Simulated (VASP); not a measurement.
Fe:

```xyz
1
Lattice="-1.4430 1.4430 1.4430 1.4430 -1.4430 1.4430 1.4430 1.4430 -1.4430" Properties=species:S:1:pos:R:3 pbc="T T T"
Fe    0.0000    0.0000    0.0000
```

- Program: VASP 6.6.1
- Task: single point
- Functional: PBE
- Potentials or basis: VASP PAW PBE potentials, release 64 (Fe)
- Cutoff: 520 eV
- k mesh: 13 × 13 × 13
- Occupations: fermi-dirac, width 0.05 eV
- Spin: collinear spin, ferromagnetic start
- Starting moments: [3.0] μB

On this cell: pressure -9.1 GPa; net moment 2.28 μB per cell; site moments Fe +2.29 μB; band gap on the k mesh none (metal or under the smearing width).

The same run follows on a disturbed copy (cell strained at random at fixed volume):

```
CELL_PARAMETERS angstrom
-1.48153 1.43424 1.45901
1.46753 -1.43096 1.44173
1.45354 1.40297 -1.45574
ATOMIC_POSITIONS crystal
Fe 0.98721 0.99305 0.98531
```

Q: What does the disturbed cell give?

A: The energy (extrapolated to zero smearing) moves by +2.6 meV/atom; pressure -8.9 GPa; net moment 2.29 μB per cell; site moments Fe +2.30 μB; band gap on the k mesh none (metal or under the smearing width).

Stress tensor (GPa, compression positive):
```
-9.90  1.19  0.62
 1.19 -7.35 -0.02
 0.62 -0.02 -9.31
```
